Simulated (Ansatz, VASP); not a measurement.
**TaN in VASP and in Ansatz**

```
Ta N
1.0
     2.93800    0.00000    0.00000
    -1.46900    2.54438    0.00000
     0.00000    0.00000    2.88300
Ta N
1 1
Direct
  0.33333 0.66667 0.50000
  0.00000 0.00000 0.00000
```

Alike in both runs: task single point; functional PBEsol; dispersion D4; k mesh 9 × 9 × 8; occupations fermi-dirac, width 0.05 eV; no spin polarisation.

|  | VASP | Ansatz |
| --- | --- | --- |
| version | VASP 6.6.1 | Ansatz 0.2.0 |
| potentials or method | VASP PAW PBE potentials, release 64 (Ta_pv, N) | plane waves, PAW |
| plane-wave cutoff (eV) | 520 | 435 |
| valence electrons in the cell | 16 | 18 |

|  | VASP | Ansatz | Ansatz less VASP |
| --- | --- | --- | --- |
| dispersion energy (meV/atom) | -178.7 | -178.8 | -0.09 |

The two sets of potentials don't hold the same shells in valence.

 The runs have no spin-orbit coupling, so splittings on Ta are missing.
